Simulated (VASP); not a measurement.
# CoO in VASP: reference runs

Aim: a first look at CoO with PBE, on the cell as given.

Program: VASP 6.6.1. These are calculated values, not measurements. Logs are shortened: lines on timing, memory, paths and dates and some standing lists are left out, and cuts for length are marked.

### 1 The cell of the first run

The cell holds a slab with vacuum, 12 atoms: a = 3.014 Å, b = 3.014 Å, c = 25.657 Å, α = 90.00°, β = 90.00°, γ = 90.00°.

### 2 Single point, PBE, collinear spin, ferromagnetic start (the (1 0 0) slab of CoO, cut from the database cell, not relaxed)

Contents of INCAR:

```
PREC = Accurate ; ENCUT = 520
EDIFF = 1E-7 ; ISMEAR = -1
SIGMA = 0.05 ; LREAL = F
LASPH = T ; NELM = 120
ALGO = Normal ; ISIF = 2
LWAVE = F ; LCHARG = F
ISPIN = 2 ; MAGMOM = 2 2 2 2 2 2 0 0 0 0 0 0
LORBIT = 11 ; LMAXMIX = 4
LDIPOL = T ; IDIPOL = 3
DIPOL = 0.5 0.5 0.500 ; GGA = PE
NBANDS = 61
```

Contents of KPOINTS:

```
Automatic mesh
0
Gamma
  9 9 1
```

Contents of POSCAR:

```
CoO
1.0
    3.0143962082      0.0000000000      0.0000000000
    0.0000000000      3.0143962082      0.0000000000
    0.0000000000      0.0000000000     25.6575000000
Co O
6 6
Direct
    0.5000000000      0.5000000000      0.2923121894
    0.0000000000      0.0000000000      0.3753873137
    0.5000000000      0.5000000000      0.4584624379
    0.0000000000      0.0000000000      0.5415375621
    0.5000000000      0.5000000000      0.6246126863
    0.0000000000      0.0000000000      0.7076878106
    0.0000000000      0.0000000000      0.2923121894
    0.5000000000      0.5000000000      0.3753873137
    0.0000000000      0.0000000000      0.4584624379
    0.5000000000      0.5000000000      0.5415375621
    0.0000000000      0.0000000000      0.6246126863
    0.5000000000      0.5000000000      0.7076878106
```

Potentials or basis: VASP PAW PBE potentials, release 64 (Co, O).

Launch:

```sh
cat potpaw_PBE.64/Co/POTCAR potpaw_PBE.64/O/POTCAR > POTCAR
mpirun -np 1 vasp_std > vasp.out
```

OUTCAR:

```text
PREC = Accurate
   ENCUT = 520
   EDIFF = 1E-7
   ISMEAR = -1
   LREAL = F
   LASPH = T
   NELM = 120
   ISIF = 2
   ISPIN = 2
   LORBIT = 11
   GGA = PE

 ion  position               nearest neighbor table
   1  0.500  0.500  0.292-   7 2.13   7 2.13   7 2.13   7 2.13   8 2.13   2 3.01   2 3.01   2 3.01
                             2 3.01
   2  0.000  0.000  0.375-   9 2.13   8 2.13   8 2.13   8 2.13   8 2.13   7 2.13   3 3.01   3 3.01
                             3 3.01   3 3.01   1 3.01   1 3.01   1 3.01   1 3.01
   3  0.500  0.500  0.458-  10 2.13   8 2.13   9 2.13   9 2.13   9 2.13   9 2.13   4 3.01   4 3.01
                             4 3.01   4 3.01   2 3.01   2 3.01   2 3.01   2 3.01
   4  0.000  0.000  0.542-   9 2.13  11 2.13  10 2.13  10 2.13  10 2.13  10 2.13   3 3.01   3 3.01
                             3 3.01   3 3.01   5 3.01   5 3.01   5 3.01   5 3.01
   5  0.500  0.500  0.625-  10 2.13  11 2.13  11 2.13  11 2.13  11 2.13  12 2.13   4 3.01   4 3.01
                             4 3.01   4 3.01   6 3.01   6 3.01   6 3.01   6 3.01
   6  0.000  0.000  0.708-  12 2.13  12 2.13  12 2.13  12 2.13  11 2.13   5 3.01   5 3.01   5 3.01
                             5 3.01
   7  0.000  0.000  0.292-   1 2.13   1 2.13   1 2.13   1 2.13   2 2.13
   8  0.500  0.500  0.375-   3 2.13   2 2.13   2 2.13   2 2.13   2 2.13   1 2.13
   9  0.000  0.000  0.458-   4 2.13   2 2.13   3 2.13   3 2.13   3 2.13   3 2.13
  10  0.500  0.500  0.542-   3 2.13   5 2.13   4 2.13   4 2.13   4 2.13   4 2.13
  11  0.000  0.000  0.625-   4 2.13   5 2.13   5 2.13   5 2.13   5 2.13   6 2.13
  12  0.500  0.500  0.708-   6 2.13   6 2.13   6 2.13   6 2.13   5 2.13

  LATTYP: Found a simple tetragonal cell.
 ALAT       =     3.0143962082
 C/A-ratio  =     8.5116548151

  Lattice vectors:

 A1 = (   3.0143962082,   0.0000000000,   0.0000000000)
 A2 = (   0.0000000000,   3.0143962082,   0.0000000000)
 A3 = (   0.0000000000,   0.0000000000,  25.6575000000)

Analysis of symmetry for initial positions (statically):
=====================================================================
 Subroutine PRICEL returns:
 Original cell was already a primitive cell.

 Routine SETGRP: Setting up the symmetry group for a
 simple tetragonal supercell.

 Subroutine GETGRP returns: Found 16 space group operations
 (whereof  8 operations were pure point group operations)
 out of a pool of 16 trial point group operations.

The static configuration has the point symmetry C_4v.
 The point group associated with its full space group is D_4h.

Analysis of symmetry for dynamics (positions and initial velocities):
=====================================================================
 Subroutine PRICEL returns:
 Original cell was already a primitive cell.

 Routine SETGRP: Setting up the symmetry group for a
 simple tetragonal supercell.

 Subroutine GETGRP returns: Found 16 space group operations
 (whereof  8 operations were pure point group operations)
 out of a pool of 16 trial point group operations.

The dynamic configuration has the point symmetry C_4v.
 The point group associated with its full space group is D_4h.

Analysis of structural, dynamic, and magnetic symmetry:
=====================================================================
 Subroutine PRICEL returns:
 Original cell was already a primitive cell.

 Routine SETGRP: Setting up the symmetry group for a
 simple tetragonal supercell.

 Subroutine GETGRP returns: Found 16 space group operations
 (whereof  8 operations were pure point group operations)
 out of a pool of 16 trial point group operations.

The overall configuration has the point symmetry C_4v.
 The point group associated with its full space group is D_4h.

 Subroutine INISYM returns: Found 16 space group operations
 (whereof  8 operations are pure point group operations),
 and found     1 'primitive' translations

----------------------------------------------------------------------------------------

                                     Primitive cell

  volume of cell :     233.1390

  direct lattice vectors                    reciprocal lattice vectors
     3.014396208  0.000000000  0.000000000     0.331741394  0.000000000  0.000000000
     0.000000000  3.014396208  0.000000000     0.000000000  0.331741394  0.000000000
     0.000000000  0.000000000 25.657500000     0.000000000  0.000000000  0.038974959

  length of vectors
     3.014396208  3.014396208 25.657500000     0.331741394  0.331741394  0.038974959

  position of ions in fractional coordinates (direct lattice)
[... 101 lines left out ...]
   NUPDOWN=      -1.0000    fix difference up-down
   EMIN   =  10.00;   EMAX   =-10.00  energy-range for DOS
   EFERMI =   0.00;   METHOD = LEGACY
   ISMEAR =    -1;   SIGMA  =   0.05  broadening in eV -4-tet -1-fermi 0-gaus
   EFERMI_NEDOS =   21; number of points for ismear=-14 and -15
   IALGO  =     38    algorithm
   IMIX   =      4    mixing-type and parameters
     AMIX     =   0.40;   BMIX     =  1.00
     AMIX_MAG =   1.60;   BMIX_MAG =  1.00
  volume/ion in A,a.u.               =      19.43       131.11
  Fermi-wavevector in a.u.,A,eV,Ry     =   1.192021  2.252594 19.332718  1.420915
  Thomas-Fermi vector in A             =   2.328069
   LORBIT       =     11    0 simple, 1 ext, 2 COOP (PROOUT), +10 PAW based schemes
   GGA     = PE    functional components
   LHFCALC =     F    Hartree Fock is set to
   AEXX    =    0.0000 exact exchange contribution
   IVDW    =     0    specifies the selected vdW correction
   LEPSILON=     F    determine dielectric tensor
   LRPA    =     F    only Hartree local field effects (RPA)
 spin polarized calculation
  energy-cutoff  :      520.00
  volume of cell :      233.14
 maximum number of plane-waves:      6308
 NGX is ok and might be reduce to    24
   NGX = 11   NGY = 11   NGZ = 95

 dipolmoment           0.000000      0.000000      0.000000 electrons x Angstroem

 number of electron      89.9999947 magnetization      17.5977558

 dipolmoment           0.000000      0.000000     -0.000000 electrons x Angstroem

 Free energy of the ion-electron system (eV)
  ---------------------------------------------------
  ext. energy  EPLUGINS =         0.00000000
  ---------------------------------------------------
  free energy    TOTEN  =       -77.65056794 eV

  energy without entropy =      -77.45815797  energy(sigma->0) =      -77.55436295

 E-fermi :   1.9141     XC(G=0):  -6.7579

 val. band max:        1.9135929443   @ k =   0.2222   0.1111   0.0000
 cond. band min:       1.9163208176   @ k =   0.4444   0.2222   0.0000
 fundamental gap:      0.0027278733
 Fermi energy:         1.9140522732

 spin component 1

 k-point     1 :       0.0000    0.0000    0.0000
  band No.  band energies     occupation
      1     -18.1324      1.00000
      2     -17.8516      1.00000
      3     -17.5024      1.00000
      4     -17.1818      1.00000
      5     -16.8658      1.00000
      6     -16.8474      1.00000
[... 889 lines left out ...]
     56       7.1017      0.00000
     57       8.3194      0.00000
 Fermi energy:         1.9140522732

 spin component 2

 k-point     1 :       0.0000    0.0000    0.0000
  band No.  band energies     occupation
      1     -17.6024      1.00000
      2     -17.3145      1.00000
      3     -16.9611      1.00000
      4     -16.6259      1.00000
      5     -16.3318      1.00000
      6     -16.2933      1.00000
[... 889 lines left out ...]
     56       8.0738      0.00000
     57       9.1686      0.00000
 [bands above 57 left out]

------------------------ aborting loop because EDIFF is reached ----------------------------------------

 vacuum level on the upper side and lower side of the slab       (xc-potential included)         0.001         0.001

  FORCE on cell =-STRESS in cart. coord.  units (eV):
  Direction    XX          YY          ZZ          XY          YZ          ZX
  --------------------------------------------------------------------------------------
  -------------------------------------------------------------------------------------
  Total       -6.5240124     -6.5240124     -1.5622671      0.0000000     -0.0000000      0.0000000
  in kB      -44.8342959    -44.8342959    -10.7362065      0.0000000     -0.0000000      0.0000000
  external PRESSURE =     -33.4682661 kB  Pullay stress =       0.0000000 kB

 VOLUME and BASIS-vectors are now :
 -----------------------------------------------------------------------------
  energy-cutoff  :      520.00
  volume of cell :      233.14
      direct lattice vectors                 reciprocal lattice vectors
     3.014396208  0.000000000  0.000000000     0.331741394  0.000000000  0.000000000
     0.000000000  3.014396208  0.000000000     0.000000000  0.331741394  0.000000000
     0.000000000  0.000000000 25.657500000     0.000000000  0.000000000  0.038974959

 POSITION                                       TOTAL-FORCE (eV/Angst)
 -----------------------------------------------------------------------------------
      1.50720      1.50720      7.50000        -0.000000      0.000000      0.358126
      0.00000      0.00000      9.63150         0.000000      0.000000     -0.185764
      1.50720      1.50720     11.76300         0.000000      0.000000     -0.000558
      0.00000      0.00000     13.89450         0.000000      0.000000      0.000558
      1.50720      1.50720     16.02600         0.000000      0.000000      0.185764
      0.00000      0.00000     18.15750         0.000000      0.000000     -0.358126
      0.00000      0.00000      7.50000         0.000000     -0.000000     -0.093767
      1.50720      1.50720      9.63150         0.000000      0.000000     -0.046242
      0.00000      0.00000     11.76300         0.000000     -0.000000      0.056335
      1.50720      1.50720     13.89450         0.000000      0.000000     -0.056335
      0.00000      0.00000     16.02600         0.000000      0.000000      0.046242
      1.50720      1.50720     18.15750         0.000000      0.000000      0.093767
 -----------------------------------------------------------------------------------
    total drift:                                0.000000     -0.000000      0.000000

  FREE ENERGIE OF THE ION-ELECTRON SYSTEM (eV)
  ---------------------------------------------------
  free  energy   TOTEN  =       -77.6505679366 eV

  energy  without entropy=      -77.4581579703  energy(sigma->0) =      -77.55436295

 vacuum level on the upper side and lower side of the slab         5.856         5.856

 total charge

# of ion       s       p       d       tot
------------------------------------------
    1        0.280   0.306   7.125   7.711
    2        0.298   0.359   7.126   7.783
    3        0.293   0.355   7.137   7.786
    4        0.293   0.355   7.137   7.786
    5        0.298   0.359   7.126   7.783
    6        0.280   0.306   7.125   7.711
    7        1.556   3.379   0.000   4.935
    8        1.556   3.423   0.000   4.979
    9        1.556   3.424   0.000   4.980
   10        1.556   3.424   0.000   4.980
   11        1.556   3.423   0.000   4.979
   12        1.556   3.379   0.000   4.935
--------------------------------------------------
tot         11.078  22.490  42.777  76.346

 magnetization (x)

# of ion       s       p       d       tot
------------------------------------------
    1        0.028   0.022   2.456   2.506
    2        0.018   0.015   2.561   2.595
    3        0.021   0.018   2.551   2.589
    4        0.021   0.018   2.551   2.589
    5        0.018   0.015   2.561   2.595
    6        0.028   0.022   2.456   2.506
    7        0.022   0.247   0.000   0.269
    8        0.029   0.293   0.000   0.323
    9        0.029   0.285   0.000   0.314
   10        0.029   0.285   0.000   0.314
   11        0.029   0.293   0.000   0.323
   12        0.022   0.247   0.000   0.269
--------------------------------------------------
tot          0.295   1.762  15.135  17.192
```

Wall time 19 min (1 thread of Intel Xeon Platinum 8488C (Sapphire Rapids), shared host); peak memory 0.56 GiB.

Results:

```
Free energy                                           : -77.6506 eV
Largest force                                         : 0.358 eV/Å
Band gap on the k mesh                                : none (metal or under the smearing width)
Net moment                                            : 17.60 μB per cell
Site moments                                          : Co +2.51, +2.60, +2.59; O +0.27, +0.32, +0.31 μB
Valence electrons inside the program's atomic spheres : Co 7.71, 7.78, 7.79; O 4.93, 4.98
```

Forces in eV/Å, atoms in the order of the input:
```
Co   0.000  0.000  0.358
Co   0.000  0.000 -0.186
Co   0.000  0.000 -0.001
Co   0.000  0.000  0.001
Co   0.000  0.000  0.186
Co   0.000  0.000 -0.358
O    0.000  0.000 -0.094
O    0.000  0.000 -0.046
O    0.000  0.000  0.056
O    0.000  0.000 -0.056
O    0.000  0.000  0.046
O    0.000  0.000  0.094
```

Levels at points of the mesh, in eV from the Fermi level:
Spin up:
```tsv
k point	band 52	band 53	band 54	band 55	band 56	band 57
(0.00, 0.00, 0.00)	-1.87	-1.87	-1.78	0.89	1.18	2.29
```
Spin down:
```csv
k point,band 33,band 34,band 35,band 36,band 37,band 38,band 39,band 40
"(0.00, 0.00, 0.00)",-0.58,-0.58,-0.25,-0.25,0.00,0.00,0.08,0.10
```

Caveat: semilocal functionals often make such compounds metallic where correlation or magnetic order opens a gap, which also shifts bond lengths.
